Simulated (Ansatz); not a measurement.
In doubt: masses and optical values from hybrid runs of this build are listed as unsure (in some of the runs), which bears on the screening that GW takes from such a start.

Two G0W0 runs on AlN (4H polytype) (P6_3mc).

```xyz
8
Lattice="3.1202 0.0000 0.0000 -1.5601 2.7022 0.0000 0.0000 0.0000 10.1102" Properties=species:S:1:pos:R:3 pbc="T T T"
Al    0.0000    0.0000   -0.0126
Al    0.0000    1.8015    2.5258
Al    0.0000    0.0000    5.0425
Al    1.5601    0.9007    7.5809
N     0.0000    0.0000    1.9029
N     0.0000    1.8015    4.4304
N     0.0000    0.0000    6.9580
N     1.5601    0.9007    9.4855
```

The structure was relaxed with PBE. The runs that relaxed it are not among those shown.

The first (Ansatz 0.2.0; start PBE, 6×6×2 mesh, 254 empty bands, screening to 120 eV, PAW set soft_1 files; 4 threads of Arm Neoverse V1, shared host) gave, on its mesh: starting gap 4.01 eV, G0W0 gap 5.30 eV, RPA ε∞ (mean) 4.37, 86 s.

**Question.** The second changes start from PBE to PBE0. What does it give?

It gave: starting gap 6.00 eV, G0W0 gap 6.12 eV, RPA ε∞ (mean) 3.48, 2.7 min. The G0W0 gap moves by +0.82 eV, +2.00 eV from the start and −1.17 eV from the correction. Σc changes by −0.40 eV at the valence top and +0.24 eV at the conduction bottom, and Σx − Vxc between them by −1.81 eV.

Limits: not at the basis limit.

[Paths, hosts, dates, memory and timing lines, banners, echoed tables and standing remarks are left out of the program output.]

[Logs are printed without paths, hosts, clocks, repeated set-up lines and the standing remarks that a program may print on its own settings, such as how far it seeks lower states.]

[Runs of the session that timed out or met a known fault of the program may be left out.]

[Cells called generated may have been cut or substituted from an entry of the Crystallography Open Database or the Materials Project.]

[Hosts, paths, dates, database ids (printed as entryN), source tags and the programs' standing remarks are cut or masked in the printed files.]
